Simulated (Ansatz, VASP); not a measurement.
**Os in VASP and in Ansatz**

File INCAR:

```
PREC = Accurate
ENCUT = 520
EDIFF = 1E-7
ISMEAR = 0
SIGMA = 0.1
LREAL = F
LASPH = T
NELM = 100
ALGO = Normal
ISIF = 2
LWAVE = F
LCHARG = T
GGA = PS
LELF = T
LVHAR = T
NBANDS = 10
```

The input KPOINTS:

```
Automatic mesh
0
Gamma
  16 16 16
```

POSCAR

```
Os
1.0
    0.0000000000      1.9813131500      1.9229631500
    1.9229631500      0.0000000000      1.9229631500
    1.9229631500      1.9813131500      0.0000000000
Os
1
Direct
    0.0000000000      0.0000000000      0.0000000000
```

Input for Ansatz:

```yaml
crystal:
  lattice:
    - [0.0, 1.98131315, 1.92296315]
    - [1.92296315, 0.0, 1.92296315]
    - [1.92296315, 1.98131315, 0.0]
  atoms:
    - { symbol: Os, position: [0.0, 0.0, 0.0] }
basis:
  ecutwfc: 420
kpoints:
  mp_grid: { grid: [16, 16, 16] }
hamiltonian:
  xc: pbesol
scf:
  occupations: { method: gaussian, width: 0.1 }
output:
  forces: true
  stress: true
  eigenvalues: true
  populations: true
```

Alike in both runs: task single point; functional PBEsol; k mesh 16 × 16 × 16; occupations gaussian, width 0.1 eV; no spin polarisation.

```csv
,VASP,Ansatz
version,VASP 6.6.1,Ansatz 0.2.0
potentials or method,"VASP PAW PBE potentials, release 64 (Os)","scalar-relativistic, plane waves, PAW"
plane-wave cutoff (eV),520,420
valence electrons in the cell,8,16
```

|  | VASP | Ansatz | Ansatz less VASP |
| --- | --- | --- | --- |
| gap on the k mesh at the Fermi level (eV) | none | none | - |
| pressure (GPa) | -18.6 | -18.6 | 0.00 |
| largest component of the traceless stress (GPa) | 6.30 | 6.35 | +0.049 |

A gap of «none» marks a metal or a gap that the smearing closes. The two sets of potentials don't hold the same shells in valence.

Caveats: so large a pressure means that the cell lies far from this level's equilibrium, or that cutoff or potentials fall short (VASP); the potentials were made for another functional, which shifts forces and pressure (VASP). Spin-orbit coupling is left out, which matters for the levels of Os.
